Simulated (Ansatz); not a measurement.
TiSi2:

```xyz
6
Lattice="0.0000 4.1175 4.2629 2.3895 0.0000 4.2629 2.3895 4.1175 0.0000" Properties=species:S:1:pos:R:3 pbc="T T T"
Ti    3.5843    6.1763    6.3943
Ti    2.3895    4.1175    4.2629
Si    1.1948    3.3975    2.1314
Si    1.1948    0.7200    2.1314
Si    2.3895    1.3387    4.2629
Si    2.3895    6.8963    4.2629
```

The cell is a database's computed one.

Base run:

| Item | Value |
| --- | --- |
| Program | Ansatz 0.2.0 |
| Functional | PBE |
| Potentials or basis | all-electron LAPW, scalar-relativistic |
| Cutoff | 218 eV |
| Density cutoff | 874 eV |
| Basis error allowed | 0.002 eV/atom |
| k mesh | 7 × 7 × 7 |
| Occupations | fermi-dirac, width 0.05 eV |
| Spin | no spin polarisation |

Its results: pressure 2.1 GPa; largest force 0.021 eV/Å.

Q: After a change of settings the same cell gave: pressure -5.1 GPa; largest force 0.064 eV/Å. Which change was it?
A. functional from PBE to PBEsol; basis error allowed from 0.002 eV/atom to 0.001 eV/atom
B. basis error allowed from 0.002 eV/atom to 0.001 eV/atom
C. functional from PBE to LDA
D. functional from PBE to PBEsol; potentials or basis from all-electron LAPW, scalar-relativistic to all-electron PAW datasets made for the crystal

A: C.

LDA binds more tightly than PBE, so the same cell stands under less pressure.

Not every run made on this cell is shown here.
